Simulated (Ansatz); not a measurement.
La in Ansatz: the effect of target pressure

La:

```
La
1.0
    -2.12383    2.12383    2.12383
     2.12383   -2.12383    2.12383
     2.12383    2.12383   -2.12383
La
1
Direct
  0.00000 0.00000 0.00000
```

This isn't the form of La at room conditions, which is double hcp.

Alike in all runs:

```yaml
Program: Ansatz 0.2.0
Task: relaxation of cell and atoms
Functional: PBEsol
Potentials_or_basis: Ansatz PAW
Cutoff: "420 eV (not typed: the program's choice for these potentials)"
k_mesh: 9 × 9 × 9
Occupations: fermi-dirac, width 0.05 eV
Spin: no spin polarisation
```

Each run relaxes the cell or the atoms first.

One run gave: relaxed volume 23.47 Å³/atom. Which target pressure did it use?
A. 0 GPa
B. 2 GPa
C. 10 GPa
D. 30 GPa
E. 20 GPa

E.

```tsv
target pressure	relaxed volume (Å³/atom)
0 GPa	34.49
2 GPa	32.40
5 GPa	29.67
10 GPa	26.78
20 GPa	23.47
30 GPa	21.26
```

Caveats: the plane-wave basis is chosen anew once the cell has moved, so the energies of steps on either side of that aren't comparable; the PAW data sets come from PBE, with cores solved anew for the run's functional, which leaves a small shift of forces and pressure; the volume moved by over 15 % at a fixed basis, so the end points are rough (some runs).
